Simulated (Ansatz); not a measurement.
PbS:

```xyz
8
Lattice="7.0039 0.0000 0.0000 0.0000 6.1459 0.0000 0.0000 0.0000 6.2774" Properties=species:S:1:pos:R:3 pbc="T T T"
Pb    1.7510    5.1355    3.4308
Pb    5.2529    1.0104    3.4308
Pb    5.2529    4.2691    0.0056
Pb    1.7510    1.8768    0.0056
S     5.2529    4.6287    2.5868
S     1.7510    1.5172    2.5868
S     3.5019    0.0000    5.4009
S     0.0000    0.0000    5.4009
```

Measurements of this composition are mostly on another form, of space group No. 225.

* Program: Ansatz 0.2.0
* Task: single point
* Functional: PBE
* Potentials or basis: Ansatz PAW
* Cutoff: 420 eV (not typed: the program's choice for these potentials)
* k mesh: 4 × 5 × 5
* Occupations: fermi-dirac, width 0.05 eV
* Spin: no spin polarisation

On this cell: pressure 0.1 GPa; largest force 0.065 eV/Å; band gap on the k mesh 1.28 eV, indirect (least direct gap 1.80 eV).

The same run follows on a disturbed copy (atoms moved at random, drawn with an rms of 0.05 Å):

```
Pb S
1.0
     7.00387    0.00000    0.00000
     0.00000    6.14587    0.00000
     0.00000    0.00000    6.27737
Pb S
4 4
Direct
  0.25599 0.84191 0.54326
  0.74873 0.16600 0.55026
  0.75466 0.69326 0.00588
  0.24591 0.30677 0.00407
  0.74919 0.76051 0.41438
  0.24575 0.25132 0.41760
  0.50264 0.00565 0.86720
  0.00466 0.99863 0.86006
```

Question: What changes?

Answer: The energy moves by +1.7 meV/atom; pressure 0.2 GPa; largest force 0.210 eV/Å; band gap on the k mesh 1.26 eV, indirect (least direct gap 1.75 eV).

Forces on the atoms (eV/Å):
```
Pb   0.035 -0.108  0.111
Pb   0.071  0.186  0.053
Pb  -0.077  0.119 -0.116
Pb   0.072  0.086 -0.013
S   -0.017 -0.207  0.025
S    0.012  0.143 -0.067
S    0.033 -0.131 -0.019
S   -0.128 -0.088  0.024
```

Stress tensor (GPa, compression positive):
```
 0.03  0.22 -0.09
 0.22  0.38  0.01
-0.09  0.01  0.12
```

Caveats: odd divisions of the mesh miss points on the zone boundary, where band edges often lie, so the gap on the mesh can be too wide; spin-orbit coupling is left out, which as a rule narrows the gap of such compounds by several tenths of an eV.

A k mesh can miss the band edges.
